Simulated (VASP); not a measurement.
Write the native input for VASP 6.6.1 that does the following.

```
Task                   : relaxation of cell and atoms
Functional             : PBEsol
Potentials or basis    : VASP PAW PBE potentials, release 64 (Mg, Se)
Cutoff                 : 600 eV
k mesh                 : 8 × 8 × 8
Occupations            : gaussian, width 0.02 eV
Spin                   : no spin polarisation
Dipole correction      : no
Further INCAR settings : ALGO = Normal; EDIFF = 1e-06; IBRION = 2; EDIFFG = -0.005; NSW = 70; ISIF = 3
```

The structure of MgSe lies in POSCAR:

```
MgSe
1.0
    0.0000000000      2.7544736754      2.7544736754
    2.7544736754      0.0000000000      2.7544736754
    2.7544736754      2.7544736754      0.0000000000
Mg Se
1 1
Direct
    0.0000000000      0.0000000000      0.0000000000
    0.5000000000      0.5000000000      0.5000000000
```

The input as run:

INCAR

```
SYSTEM = MgSe
ALGO = Normal
EDIFF = 1E-6
EDIFFG = -0.005
ENCUT = 600
GGA = PS
IBRION = 2
ISIF = 3
ISMEAR = 0
LASPH = .TRUE.
LCHARG = .FALSE.
LREAL = .FALSE.
LWAVE = .FALSE.
NELM = 60
NSW = 70
PREC = Accurate
SIGMA = 0.02
```

KPOINTS

```
k-points
0
G
  8 8 8
  0 0 0
```

Potentials or basis: VASP PAW PBE potentials, release 64 (Mg, Se).

The run is started by

```console
$ cat potpaw_PBE.64/Mg/POTCAR potpaw_PBE.64/Se/POTCAR > POTCAR
$ mpirun -np 1 vasp_std > vasp.out
```

It gave:

* Relaxed volume: 20.21 Å³/atom
* Relaxed cell: a = 3.852 Å, b = 3.852 Å, c = 3.852 Å, α = 60.00°, β = 60.00°, γ = 60.00°
* Space group after relaxing (to 0.05 Å): Fm-3m (No. 225)
* Energy gained by relaxing: 4.5 meV/atom
* Ionic steps: 3
* Pressure after relaxing: 0.0 GPa
* Band gap on the k mesh: 1.76 eV, indirect (least direct gap 2.51 eV)

Caveat: the PAW data sets were made with another functional, which shifts forces and pressure a little.

Wall time 21 s on 1 thread of Intel(R) Xeon(R) Platinum 8488C (Sapphire Rapids) (shared host), peak memory 0.19 GiB.
